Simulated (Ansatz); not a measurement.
**Cu in Ansatz: the effect of functional**

The system is Cu.

```
CELL_PARAMETERS angstrom
2.53410 0.00000 0.00000
-1.26705 2.19459 0.00000
0.00000 0.00000 4.11257
ATOMIC_POSITIONS crystal
Cu 0.66667 0.33333 0.75000
Cu 0.33333 0.66667 0.25000
```

This isn't the form of Cu at room conditions, which is fcc.

Alike in all runs:

```yaml
Program: Ansatz 0.2.0
Task: band structure
Potentials_or_basis: Ansatz PAW
k_mesh: 7 × 7 × 4
Occupations: fermi-dirac, width 0.05 eV
Spin: no spin polarisation
```

Problem. One run gave: pressure -2.0 GPa. Which functional did it use?
A. r2SCAN
B. PBEsol
C. LDA

Solution. B.

| functional | cutoff | pressure (GPa) |
| --- | --- | --- |
| LDA | 420 eV (not typed: the program's choice for these potentials) | -8.5 |
| PBEsol | 420 eV (not typed: the program's choice for these potentials) | -2.0 |
| r2SCAN | 500 eV (not typed: the program's choice for these potentials) | -0.2 |

Caveats: all runs use coarse meshes; the PAW data sets come from PBE, with cores solved anew for the run's functional, which leaves a small shift of forces and pressure.
